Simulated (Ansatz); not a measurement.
Crystal: Ni.

```
CELL_PARAMETERS angstrom
0.00000 1.73757 1.73757
1.73757 0.00000 1.73757
1.73757 1.73757 0.00000
ATOMIC_POSITIONS crystal
Ni 0.00000 0.00000 0.00000
```

| Property | Result |
| --- | --- |
| Program | Ansatz 0.2.0 |
| Task | relaxation of cell and atoms |
| Functional | BLYP |
| Potentials or basis | all-electron LAPW, scalar-relativistic |
| Basis error allowed | 0.001 eV/atom |
| k mesh | 13 × 13 × 13 |
| Occupations | fermi-dirac, width 0.05 eV |
| Spin | collinear spin, ferromagnetic start |
| Starting moments | [1.0] μB |

At the start: volume 10.49 Å³/atom.

**Question.** How do energy, volume and symmetry change on relaxing?

**Answer.** Over 6 steps the energy falls by 48.8 meV/atom and the volume is 11.43 Å³/atom (+9.0 %); space group Fm-3m (No. 225, to 0.05 Å); moment 0.62 μB per cell.

Step by step:
```tsv
step	energy change (eV)	largest force (eV/Å)	volume (Å³)
1	0.0000	0.0000	10.49
2	-0.0348	0.0000	10.91
3	-0.0485	0.0000	11.35
4	-0.0488	0.0000	11.42
5	-0.0488	0.0000	11.43
6	-0.0488	0.0000	11.43
```

Final structure:
```
Ni
1.0
     0.00000    1.78794    1.78794
     1.78794    0.00000    1.78794
     1.78794    1.78794    0.00000
Ni
1
Direct
  0.00000 0.00000 0.00000
```
